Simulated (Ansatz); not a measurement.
TiTe2 under changes of volume

One of the cells (26.760 Å³/atom); the others are scaled copies at fixed shape and fractional positions:

```
Te Ti
1.0
     3.77700    0.00000    0.00000
    -1.88850    3.27098    0.00000
     0.00000    0.00000    6.49800
Te Ti
2 1
Direct
  0.33333 0.66667 0.73720
  0.66667 0.33333 0.26280
  0.00000 0.00000 0.00000
```

| Property | Result |
| --- | --- |
| Program | Ansatz 0.2.0 |
| Functional | LDA |
| Potentials or basis | all-electron LAPW, scalar-relativistic |
| Cutoff | 221 eV (chosen from the basis error) |
| Basis error allowed | 0.002 eV/atom |
| k mesh | 8 × 8 × 4 |
| Occupations | fermi-dirac, width 0.05 eV |
| Spin | no spin polarisation |

```tsv
volume (Å³/atom)	energy over the lowest point (meV/atom)	pressure (GPa)	largest force (eV/Å)
25.154	0.00	-0.1	0.223
25.689	2.78	-1.6	0.033
26.225	10.28	-2.9	0.144
26.760	22.02	-4.1	0.308
27.295	37.54	-5.2	0.462
27.830	56.41	-6.1	0.606
28.365	?	?	?
```

Task: What does the run at 28.365 Å³/atom give?

Result: Energy over the lowest point 78.38 meV/atom; pressure -7.0 GPa; largest force 0.739 eV/Å.

Worked out: A Birch-Murnaghan fit of order 3 (a polynomial in V^(-2/3)) to the other rows has its minimum at 25.13 Å³/atom, just outside them, with B0 = V·E''(V) = 75 GPa and B' = 4.3 at fixed shape and positions, which overstates the stiffness. It gives 78.30 meV/atom at 28.365 Å³/atom, against the run's 78.38, and -dE/dV = -7.0 GPa, against -7.0.

Energies are extrapolated to zero smearing.
